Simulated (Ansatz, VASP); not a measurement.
# Two plane-wave programs on BAs

The input INCAR:

```
SYSTEM = BAs
  PREC = Accurate
  ENCUT = 520
  EDIFF = 1E-7
  ISMEAR = 0
  SIGMA = 0.05
  LREAL = .FALSE.
  LASPH = .TRUE.
  NELM = 60
  ALGO = Normal
  ISIF = 2
  LWAVE = .FALSE.
  LCHARG = .FALSE.
  GGA = PS
  NBANDS = 11
```

The input KPOINTS:

```
Automatic mesh
0
G
  12 12 12
  0 0 0
```

The input POSCAR:

```
BAs
1.0
    0.0000000000      2.3517223938      2.3517223938
    2.3517223938      0.0000000000      2.3517223938
    2.3517223938      2.3517223938      0.0000000000
B As
1 1
Direct
    0.0000000000      0.0000000000      0.0000000000
    0.7500000000      0.7500000000      0.7500000000
```

Input for Ansatz:

```yaml
crystal:
  lattice:
    - [0.0, 2.3517223938, 2.3517223938]
    - [2.3517223938, 0.0, 2.3517223938]
    - [2.3517223938, 2.3517223938, 0.0]
  atoms:
    - { symbol: B, position: [0.0, 0.0, 0.0] }
    - { symbol: As, position: [0.75, 0.75, 0.75] }
basis:
  ecutwfc: 420
  ecutrho_ratio: 4
kpoints:
  mp_grid: { grid: [12, 12, 12] }
hamiltonian:
  xc: pbesol
scf:
  occupations: { method: gaussian, width: 0.05 }
output:
  forces: true
  stress: true
  eigenvalues: true
```

Alike in both runs: task single point; functional PBEsol; k mesh 12 × 12 × 12; occupations gaussian, width 0.05 eV; no spin polarisation.

|  | VASP | Ansatz |
| --- | --- | --- |
| version | VASP 6.6.1 | Ansatz 0.2.0 |
| potentials or method | VASP PAW PBE potentials, release 64 (B, As) | scalar-relativistic, plane waves, PAW |
| plane-wave cutoff (eV) | 520 | 420 |
| valence electrons in the cell | 8 | 18 |

```tsv
	VASP	Ansatz	Ansatz less VASP
gap on the k mesh at the Fermi level (eV)	1.03	1.04	+0.010
least direct gap on the mesh (eV)	3.30	3.30	+0.004
pressure (GPa)	7.3	6.2	-1.05
```

The two sets of potentials don't hold the same shells in valence.

Caveats: the PAW data sets were made with another functional, which shifts forces and pressure a little (VASP). As with any semilocal functional, this PBEsol gap is likely too small. A k mesh can miss the band edges.
